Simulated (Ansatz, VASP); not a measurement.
Two plane-wave programs on TaSi2

```
Ta Si
1.0
     4.76863    0.00000    0.00000
    -2.38431    4.12975    0.00000
     0.00000    0.00000    6.52141
Ta Si
3 6
Cartesian
  -1.1922 2.0649 1.0869
  1.1922 2.0649 5.4345
  2.3843 0.0000 3.2607
  2.3843 2.8197 3.2607
  -1.2497 3.4747 5.4345
  1.2497 3.4747 1.0869
  0.0000 1.3101 3.2607
  3.6341 0.6550 5.4345
  1.1346 0.6550 1.0869
```

The cell is a database's computed one.

Alike in both runs: task relaxation of cell and atoms; functional PBE; k mesh 6 × 6 × 4; occupations gaussian, width 0.1 eV; no spin polarisation.

```csv
,VASP,Ansatz
version,VASP 6.6.1,Ansatz 0.2.0
potentials or method,"VASP PAW PBE potentials, release 64 (Ta_pv, Si)","scalar-relativistic, plane waves, PAW"
plane-wave cutoff (eV),600,420
valence electrons in the cell,57,63
```

Ansatz gave:

```
gap on the k mesh at the Fermi level, each at its own relaxed structure (eV) : none
relaxed volume (Å³/atom)                                                     : 14.66
relaxed cell length with the largest relative difference (Å)                 : 6.609
energy change over the relaxation (meV/atom)                                 : -7
```

Task: Which values does VASP return?

Result: gap on the k mesh at the Fermi level, each at its own relaxed structure (eV): none; relaxed volume (Å³/atom): 14.66; relaxed cell length with the largest relative difference (Å): 6.605; energy change over the relaxation (meV/atom): -7.

A gap of «none» marks a metal or a gap that the smearing closes. The two sets of potentials don't hold the same shells in valence. Ansatz warned: «structure_snapped_to_symmetry».

The runs have no spin-orbit coupling, so splittings on Ta are missing.
